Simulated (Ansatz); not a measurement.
**BN under changes of volume**

One of the cells (9.145 Å³/atom); the others are scaled copies at fixed shape and fractional positions:

```
N B
1.0
     1.25112    0.72234    3.37293
    -1.25112    0.72234    3.37293
     0.00000   -1.44467    3.37293
N B
1 1
Direct
  0.66724 0.66724 0.66724
  0.00033 0.00033 0.00033
```

The cell is a database's computed one.

| Property | Result |
| --- | --- |
| Program | Ansatz 0.2.0 |
| Functional | LDA |
| Potentials or basis | all-electron LAPW, scalar-relativistic |
| Cutoff | 527 eV (chosen from the basis error) |
| Basis error allowed | 0.001 eV/atom |
| k mesh | 12 × 12 × 12 |
| Occupations | fermi-dirac, width 0.05 eV |
| Spin | no spin polarisation |

| volume (Å³/atom) | energy over the lowest point (meV/atom) | pressure (GPa) | gap on the mesh (eV) | largest force (eV/Å) |
| --- | --- | --- | --- | --- |
| 8.596 | 14.20 | 12.0 | 4.17 | 0.002 |
| 8.779 | 3.89 | 6.1 | 4.15 | 0.001 |
| 8.962 | 0.00 | 0.8 | 4.12 | 0.001 |
| 9.145 | 1.96 | -4.1 | 4.10 | 0.002 |
| 9.328 | 9.26 | -8.6 | 4.08 | 0.004 |
| 9.510 | 21.42 | -12.7 | 4.05 | 0.005 |
| 9.693 | ? | ? | ? | ? |

**Question.** What does the run at 9.693 Å³/atom give?

**Answer.** Energy over the lowest point 38.02 meV/atom; pressure -16.4 GPa; gap on the mesh 4.03 eV; largest force 0.006 eV/Å.

Worked out: A Birch-Murnaghan fit of order 3 (a polynomial in V^(-2/3)) to the other rows has its minimum at 8.99 Å³/atom with B0 = V·E''(V) = 248 GPa and B' = 3.3 at fixed shape and positions, which overstates the stiffness. It gives 38.11 meV/atom at 9.693 Å³/atom, against the run's 38.02, and -dE/dV = -16.5 GPa, against -16.4. A straight line through the other rows of the gap, of slope -1.17 eV per unit of ln V, extrapolates to 4.03 eV, against the run's 4.03.

Energies are extrapolated to zero smearing.

A mesh can miss the band edges.
